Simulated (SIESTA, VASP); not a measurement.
Given: the input of a run of VASP 6.6.1 on CsPbBr3. Measurements of this composition are mostly on another form, of space group No. 62.

File INCAR:

```
PREC = Accurate
ENCUT = 600
EDIFF = 1E-6
ISMEAR = -1
SIGMA = 0.05
LREAL = False
LASPH = True
NELM = 60
ALGO = Fast
ISIF = 3
LWAVE = False
LCHARG = False
GGA = PS
IBRION = 2
NSW = 40
EDIFFG = -0.005
```

The input KPOINTS:

```
Automatic mesh
0
Gamma
  4 4 4
```

Contents of POSCAR:

```
CsPbBr3
1.0
    5.8700000000      0.0000000000      0.0000000000
    0.0000000000      5.8700000000      0.0000000000
    0.0000000000      0.0000000000      5.8700000000
Pb Cs Br
1 1 3
Direct
    0.5000000000      0.5000000000      0.5000000000
    0.0000000000      0.0000000000      0.0000000000
    0.5000000000      0.5000000000      0.0000000000
    0.5000000000      0.0000000000      0.5000000000
    0.0000000000      0.5000000000      0.5000000000
```

Potentials or basis: VASP PAW PBE potentials, release 64 (Pb_d, Cs_sv, Br).

Command:

```bash
$ cat potpaw_PBE.64/Pb_d/POTCAR potpaw_PBE.64/Cs_sv/POTCAR potpaw_PBE.64/Br/POTCAR > POTCAR
$ mpirun -np 1 vasp_std > vasp.out
```

Set up the same calculation for SIESTA 5.4.2 (ASE script). Potentials or basis there: files PseudoDojo sr-pbesol-0.4.1-standard, DZP (energy shift 0.003 Ry; two zetas on semicore shells; d shell added on Cs).

As run (cutoffs and basis follow the program's own potentials, and thresholds, step limits or extra output files can differ):

Contents of run.py:

```python
from ase import Atoms
from ase.calculators.siesta import Siesta
from ase.units import Ry, GPa
from ase.optimize import BFGS
from ase.filters import FrechetCellFilter

atoms = Atoms(
    ['Pb', 'Cs', 'Br', 'Br', 'Br'],
    cell=[
        [5.87, 0.0, 0.0],
        [0.0, 5.87, 0.0],
        [0.0, 0.0, 5.87],
    ],
    scaled_positions=[
        [0.5, 0.5, 0.5],
        [0.0, 0.0, 0.0],
        [0.5, 0.5, 0.0],
        [0.5, 0.0, 0.5],
        [0.0, 0.5, 0.5],
    ],
    pbc=True,
)

fdf = {
    'SCFMustConverge': False,
    'OccupationFunction': 'FD',
    'ElectronicTemperature': '0.05 eV',
    'MaxSCFIterations': '120',
    'SCF.Mixer.Method': 'Pulay',
    'SCF.Mixer.Weight': '0.25',
    'SCF.Mixer.History': '8',
    'SCF.DM.Tolerance': '5.0e-05',
    'SCF.H.Tolerance': '1.0e-03 eV',
    'WriteForces': 'true',
    'Charge.Mulliken': 'end',
    'PAO.Basis': ['Pb.1 4', 'n=6 0 2', '  6.155 0.000', 'n=6 1 2', '  8.826 0.000', 'n=5 2 2', '  4.164 0.000', 'n=6 2 1', '  8.826', 'Cs.2 5', 'n=5 0 2', '  4.696 0.000', 'n=6 0 2', '  9.500 0.000', 'n=5 1 2', '  5.738 0.000', 'n=6 1 1', '  9.500', 'n=5 2 1', '  7.000'],
}
calc = Siesta(
    label="CsPbBr3",
    command="siesta < PREFIX.fdf > PREFIX.out",
    pseudo_path="pseudos",
    pseudo_qualifier="",
    xc=('GGA', 'PBEsol'),
    basis_set="DZP",
    mesh_cutoff=500 * Ry,
    energy_shift=0.003 * Ry,
    kpts=[4, 4, 4],
    spin="non-polarized",
    fdf_arguments=fdf,
)
atoms.calc = calc

opt = BFGS(FrechetCellFilter(atoms), trajectory="relax.traj")
converged = opt.run(fmax=0.02, steps=40)
print("converged:", converged)
print("cell (A):", atoms.cell.cellpar().round(5))
print("scaled positions:")
print(atoms.get_scaled_positions().round(6))
print(f"energy = {atoms.get_potential_energy():.6f} eV")
free = atoms.get_potential_energy(force_consistent=True)
print(f"free energy = {free:.6f} eV")
print("forces (eV/A):")
print(atoms.get_forces(apply_constraint=False).round(6))
print("stress (GPa, Voigt order, tension positive):", (atoms.get_stress() / GPa).round(4))
```

Potentials or basis: PseudoDojo 0.4 standard (PBEsol files), converted to PSML, two zetas on semicore shells, DZP (energy shift 0.003 Ry; two zetas on semicore shells; d shell added on Cs).

Launch:

```bash
$ python run.py
```

Both were run:

|  | VASP | SIESTA |
| --- | --- | --- |
| Relaxed volume | 40.72 Å³/atom | 41.18 Å³/atom |
| Relaxed cell | a = 5.883 Å, b = 5.883 Å, c = 5.883 Å, α = 90.00°, β = 90.00°, γ = 90.00° | a = 5.905 Å, b = 5.905 Å, c = 5.905 Å, α = 90.00°, β = 90.00°, γ = 90.00° |
| Space group after relaxing | Pm-3m (No. 221) | Pm-3m (No. 221) |
| Pressure after relaxing | 0.0 GPa | 0.0 GPa |

VASP's potentials were made for PBE.

The two runs disagree by more than potentials and bases usually give (in gap, levels, pressure or energy); the cause wasn't traced.

Pressure is positive in compression.
